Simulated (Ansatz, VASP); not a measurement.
# B: VASP beside Ansatz

The input INCAR:

```
PREC = Accurate
ENCUT = 520
EDIFF = 1E-6
ISMEAR = 0
SIGMA = 0.15
LREAL = F
LASPH = T
NELM = 60
ALGO = Normal
ISIF = 2
LWAVE = F
LCHARG = F
GGA = PS
NBANDS = 8
```

File KPOINTS:

```
Automatic mesh
0
Gamma
  33 33 14
```

Contents of POSCAR:

```
B
1.0
    1.7535065831      0.0000000000      0.0000000000
   -0.8767532915      1.5185812466      0.0000000000
    0.0000000000      0.0000000000      3.6354228500
B
1
Direct
    0.0000000000      0.0000000000      0.0000000000
```

Input for Ansatz:

```yaml
crystal:
  lattice:
    - [1.7535065831, 0.0, 0.0]
    - [-0.8767532915, 1.5185812466, 0.0]
    - [0.0, 0.0, 3.63542285]
  atoms:
    - { symbol: B, position: [0.0, 0.0, 0.0] }
basis:
  ecutwfc: 420
kpoints:
  mp_grid: { grid: [33, 33, 14] }
hamiltonian:
  xc: pbesol
scf:
  occupations: { method: gaussian, width: 0.15 }
output:
  forces: true
  stress: true
  eigenvalues: true
```

Change from the starting cell: strain +0.030 along x and y, +0.000 along z, atoms carried along.

Alike in both runs: task single point; functional PBEsol; k mesh 33 × 33 × 14; occupations gaussian, width 0.15 eV; no spin polarisation.

|  | VASP | Ansatz |
| --- | --- | --- |
| version | VASP 6.6.1 | Ansatz 0.2.0 |
| potentials or method | VASP PAW PBE potentials, release 64 (B) | scalar-relativistic, plane waves, PAW |
| plane-wave cutoff (eV) | 520 | 420 |
| valence electrons in the cell | 3 | 3 |

|  | VASP | Ansatz | Ansatz less VASP |
| --- | --- | --- | --- |
| gap on the k mesh at the Fermi level (eV) | none | none | - |
| pressure (GPa) | -13.1 | -13.2 | -0.12 |
| largest component of the traceless stress (GPa) | 12.57 | 12.76 | +0.191 |

A gap of «none» marks a metal or a gap that the smearing closes.

Caveats: the PAW data sets were made with another functional, which shifts forces and pressure a little (VASP).
